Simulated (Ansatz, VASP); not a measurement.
# One calculation of Ta, two programs

```
Ta
1.0
     0.00000    3.07252    3.07252
     3.07252    0.00000    3.07252
     3.07252    3.07252    0.00000
Ta
2
Cartesian
  0.7681 0.7681 0.7681
  5.3769 5.3769 5.3769
```

Alike in both runs: task single point; functional revPBE; k mesh 10 × 10 × 10; occupations fermi-dirac, width 0.1 eV; no spin polarisation.

```csv
,VASP,Ansatz
version,VASP 6.6.1,Ansatz 0.2.0
potentials or method,"VASP PAW PBE potentials, release 64 (Ta_pv)","plane waves (420 eV) with PAW, scalar-relativistic"
plane-wave cutoff (eV),520,420
valence electrons in the cell,22,26
```

|  | VASP | Ansatz | Ansatz less VASP |
| --- | --- | --- | --- |
| pressure (GPa) | 0.1 | 0.0 | -0.03 |

The functional is the same, so the differences come from potentials, cutoffs and numerics. The two sets of potentials don't hold the same shells in valence.

Caveats: the PAW data sets were made with another functional, which shifts forces and pressure a little (VASP). Spin-orbit coupling is left out, which matters for the levels of Ta.
